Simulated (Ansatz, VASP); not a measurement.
Two plane-wave programs on Ge

The input INCAR:

```
ALGO     = Normal         # electronic algorithm
EDIFF    = 1E-6           # SCF threshold, eV
ENCUT    = 520            # plane-wave cutoff, eV
GGA      = PS             # functional
ISIF     = 2              # what is computed and relaxed
ISMEAR   = 0              # smearing method
LASPH    = T              # aspherical terms in the spheres
LCHARG   = F              # write CHGCAR
LREAL    = F              # projectors in reciprocal space
LWAVE    = F              # write WAVECAR
NBANDS   = 21             # bands
NELM     = 100            # most SCF steps
PREC     = Accurate       # precision mode
SIGMA    = 0.15           # smearing width, eV
```

Contents of KPOINTS:

```
k-points
0
Gamma
  20 20 20
```

POSCAR

```
Ge
1.0
   -2.5358723732      2.5358723732      1.4183738328
    2.5358723732     -2.5358723732      1.4183738328
    2.5358723732      2.5358723732     -1.4183738328
Ge
2
Direct
    0.2500000000      0.7500000000      0.5000000000
    0.5000000000      0.5000000000      0.0000000000
```

Input for Ansatz:

```yaml
crystal:
  lattice:
    - [-2.5358723732, 2.5358723732, 1.4183738328]
    - [2.5358723732, -2.5358723732, 1.4183738328]
    - [2.5358723732, 2.5358723732, -1.4183738328]
  atoms:
    - { symbol: Ge, position: [0.25, 0.75, 0.5] }
    - { symbol: Ge, position: [0.5, 0.5, 0.0] }
basis:
  ecutwfc: 420
kpoints:
  mp_grid: { grid: [20, 20, 20] }
hamiltonian:
  xc: pbesol
scf:
  occupations: { method: gaussian, width: 0.15 }
output:
  forces: true
  stress: true
  eigenvalues: true
```

Change from the starting cell: strain -0.015 along x and y, +0.015 along z, atoms carried along.

Alike in both runs: task single point; functional PBEsol; k mesh 20 × 20 × 20; occupations gaussian, width 0.15 eV; no spin polarisation.

```csv
,VASP,Ansatz
version,VASP 6.6.1,Ansatz 0.2.0
potentials or method,"VASP PAW PBE potentials, release 64 (Ge_d)","scalar-relativistic, plane waves, PAW"
plane-wave cutoff (eV),520,420
valence electrons in the cell,28,28
```

```csv
,VASP,Ansatz,Ansatz less VASP
gap on the k mesh at the Fermi level (eV),none,none,-
pressure (GPa),0.5,0.6,+0.09
largest component of the traceless stress (GPa),0.77,0.79,+0.026
```

A gap of «none» marks a metal or a gap that the smearing closes.

Caveats: the PAW data sets were made with another functional, which shifts forces and pressure a little (VASP).
